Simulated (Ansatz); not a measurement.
Mg in Ansatz: the effect of functional

The system is Mg.

```xyz
2
Lattice="3.2306 0.0000 0.0000 -1.6153 2.7977 0.0000 0.0000 0.0000 5.2448" Properties=species:S:1:pos:R:3 pbc="T T T"
Mg    1.6153    0.9326    3.9336
Mg    0.0000    1.8652    1.3112
```

The cell isn't the ideal one: volume scaled by 1.02.

Alike in all runs:

- Program: Ansatz 0.2.0
- Task: single point
- Potentials or basis: Ansatz PAW
- k mesh: 10 × 10 × 5
- Occupations: fermi-dirac, width 0.05 eV
- Spin: no spin polarisation

**Question.** One run gave: pressure -1.7 GPa. Which functional did it use?
A. PBE
B. LDA
C. r2SCAN

**Answer.** C.

| functional | cutoff | pressure (GPa) |
| --- | --- | --- |
| LDA | 420 eV (not typed: the program's choice for these potentials) | -2.9 |
| r2SCAN | 500 eV (not typed: the program's choice for these potentials) | -1.7 |
| PBE | 420 eV (not typed: the program's choice for these potentials) | -1.0 |

Caveats: the PAW data sets come from PBE, with cores solved anew for the run's functional, which leaves a small shift of forces and pressure (some runs).
